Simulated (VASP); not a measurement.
Wanted: the native input for a VASP 6.6.1 run.

| Quantity | Value |
| --- | --- |
| Task | band structure |
| Functional | r2SCAN |
| Potentials or basis | VASP PAW PBE potentials, release 64 (Te, Sn_d) |
| Cutoff | 520 eV |
| k mesh | 8 × 8 × 8 |
| Occupations | gaussian, width 0.02 eV |
| Spin | no spin polarisation |
| Ladder | gaps |
| Further INCAR settings | ALGO = Normal; EDIFF = 1e-07; NBANDS = 17 |

The structure of SnTe lies in POSCAR:

```
SnTe
1.0
    0.0000000000      3.6111460000      3.6111460000
    3.6111460000      0.0000000000      3.6111460000
    3.6111460000      3.6111460000      0.0000000000
Te Sn
1 1
Direct
    0.2500000000      0.2500000000      0.2500000000
    0.0000000000      0.0000000000      0.0000000000
```

Measurements of this composition are mostly on another form, of space group No. 225.

These files were run (other wordings do the same):

INCAR

```
SYSTEM = SnTe
  ALGO = Normal
  EDIFF = 1E-7
  ENCUT = 520
  ISIF = 2
  ISMEAR = 0
  LASPH = .True.
  LCHARG = .False.
  LMIXTAU = .True.
  LREAL = .False.
  LWAVE = .False.
  METAGGA = R2SCAN
  NBANDS = 17
  NELM = 60
  PREC = Accurate
  SIGMA = 0.02
```

KPOINTS

```
k-points
0
Gamma
  8 8 8
  0 0 0
```

KPOINTS_OPT

```
path GXWKGLUWLK,UX
20
line-mode
reciprocal
 0.0000000000  0.0000000000  0.0000000000  G
 0.5000000000  0.0000000000  0.5000000000  X

 0.5000000000  0.0000000000  0.5000000000  X
 0.5000000000  0.2500000000  0.7500000000  W

 0.5000000000  0.2500000000  0.7500000000  W
 0.3750000000  0.3750000000  0.7500000000  K

 0.3750000000  0.3750000000  0.7500000000  K
 0.0000000000  0.0000000000  0.0000000000  G

 0.0000000000  0.0000000000  0.0000000000  G
 0.5000000000  0.5000000000  0.5000000000  L

 0.5000000000  0.5000000000  0.5000000000  L
 0.6250000000  0.2500000000  0.6250000000  U

 0.6250000000  0.2500000000  0.6250000000  U
 0.5000000000  0.2500000000  0.7500000000  W

 0.5000000000  0.2500000000  0.7500000000  W
 0.5000000000  0.5000000000  0.5000000000  L

 0.5000000000  0.5000000000  0.5000000000  L
 0.3750000000  0.3750000000  0.7500000000  K

 0.6250000000  0.2500000000  0.6250000000  U
 0.5000000000  0.0000000000  0.5000000000  X
```

Potentials or basis: VASP PAW PBE potentials, release 64 (Te, Sn_d).

Command:

```sh
$ cat potpaw_PBE.64/Te/POTCAR potpaw_PBE.64/Sn_d/POTCAR > POTCAR
$ mpirun -np 1 vasp_std > vasp.out
```

It gave:

The pressure is -0.6 GPa, the band gap on the k mesh is 0.15 eV, indirect (least direct gap 0.89 eV) and the band gap along the path is 0.15 eV, indirect (least direct gap 0.89 eV).

Caveat: the PAW data sets were made with another functional, which shifts forces and pressure a little; spin-orbit coupling is left out, which moves the levels of the heavy elements.

Run time: 20 min on 1 thread of Intel(R) Xeon(R) Platinum 8375C CPU @ 2.90GHz (Ice Lake) (shared host), peak memory 0.28 GiB.
